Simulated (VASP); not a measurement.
Here is a VASP 6.6.1 calculation.

Contents of POSCAR:

```
GaN
1.0
    3.1567818328      0.0000000000      0.0000000000
   -1.5783909164      2.7338532614     -0.0000000000
   -0.0000000000     -0.0000000000      5.1479246290
  Ga              N
     2     2
Direct
     0.3333333332999970    0.6666666667000030    0.9993293522352653
     0.6666666667000030    0.3333333332999970    0.4993293522352654
     0.3333333332999970    0.6666666667000030    0.3756706477647346
     0.6666666667000030    0.3333333332999970    0.8756706477647347
```

INCAR.step1

```
ALGO = Fast ; EDIFF = 1E-8
EDIFFG = -0.002 ; ENCUT = 600
IBRION = 2 ; ISIF = 3
ISMEAR = 0 ; KPAR = 2
LASPH = T ; LCHARG = F
LREAL = F ; LWAVE = F
NELM = 80 ; NSW = 40
PREC = Accurate ; SIGMA = 0.03
```

The input INCAR.step2:

```
ALGO = Fast ; EDIFF = 1E-8
ENCUT = 600 ; IBRION = 6
ISIF = 2 ; ISMEAR = 0
KPAR = 2 ; LASPH = T
LCHARG = F ; LREAL = F
LWAVE = F ; NELM = 80
NFREE = 2 ; NSW = 1
POTIM = 0.015 ; PREC = Accurate
SIGMA = 0.03
```

Contents of KPOINTS:

```
k-points
0
Gamma
  12 12 5
```

Potentials or basis: VASP PAW LDA potentials, release 64 (Ga_d, N).

Launch:

```console
$ cat potpaw_LDA.64/Ga_d/POTCAR potpaw_LDA.64/N/POTCAR > POTCAR
$ cp INCAR.step1 INCAR
$ mpirun -np 2 vasp_std > vasp.out
$ cp CONTCAR POSCAR
$ cp INCAR.step2 INCAR
$ mpirun -np 2 vasp_std > vasp.out
```

Task: Estimate the highest phonon frequency at Γ, LO-TO splitting left out.

Result: 698 cm⁻¹.

Phonon frequencies in cm⁻¹ (negative: imaginary):
| q point | frequencies |
| --- | --- |
| (0.000, 0.000, 0.000) | 0 0 0 140 140 336 540 561 561 570 570 698 |
